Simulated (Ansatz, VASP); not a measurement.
# Two plane-wave programs on As

INCAR

```
SYSTEM = As
PREC = Accurate ; ENCUT = 520
EDIFF = 1E-8 ; ISMEAR = -1
SIGMA = 0.05 ; LREAL = .FALSE.
LASPH = .TRUE. ; NELM = 80
ALGO = Normal ; ISIF = 2
LWAVE = .FALSE. ; LCHARG = .FALSE.
GGA = CA ; LEFG = .TRUE.
NBANDS = 12
```

The input KPOINTS:

```
regular mesh
0
G
  13 13 13
  0 0 0
```

POSCAR

```
As
1.0
    1.8734626231      1.0816441497      3.4741118193
   -1.8734626231      1.0816441497      3.4741118193
    0.0000000000     -2.1632882995      3.4741118193
As
2
Direct
    0.2275400000      0.2275400000      0.2275400000
    0.7724600000      0.7724600000      0.7724600000
```

Input for Ansatz:

```yaml
crystal:
  lattice:
    - [1.8734626231, 1.0816441497, 3.4741118193]
    - [-1.8734626231, 1.0816441497, 3.4741118193]
    - [0.0, -2.1632882995, 3.4741118193]
  atoms:
    - { symbol: As, position: [0.22754, 0.22754, 0.22754] }
    - { symbol: As, position: [0.77246, 0.77246, 0.77246] }
kpoints:
  mp_grid: { grid: [13, 13, 13] }
scf:
  occupations: { method: fermi_dirac, width: 0.05 }
hamiltonian:
  xc: lda
  pseudopotentials: { kind: paw }
output:
  forces: true
  stress: true
  eigenvalues: true
  efg: { contact_densities: true }
  write_density: true
  write_potential: true
  elf: true
  volumetric_format: npy
```

Change from the starting cell: volume scaled by 0.99, PAW files.

Alike in both runs: task electric field gradients; functional LDA; k mesh 13 × 13 × 13; occupations fermi-dirac, width 0.05 eV; no spin polarisation.

|  | VASP | Ansatz |
| --- | --- | --- |
| version | VASP 6.6.1 | Ansatz 0.2.0 |
| potentials or method | VASP PAW LDA potentials, release 64 (As) | PAW with Ansatz's default frozen-core files, scalar-relativistic |
| plane-wave cutoff (eV) | 520 | 420 |
| valence electrons in the cell | 10 | 30 |

```csv
,VASP,Ansatz,Ansatz less VASP
pressure (GPa),-0.3,-0.7,-0.44
largest component of the traceless stress (GPa),0.90,0.77,-0.130
rms of the force components (eV/Å),0.119,0.078,-0.0413
Vzz of the field gradient on the site that differs most (V/Å²),-45.9,-48.4,-2.56
```

Atom by atom the forces differ by 0.041 eV/Å (rms over components). The two sets of potentials don't hold the same shells in valence.
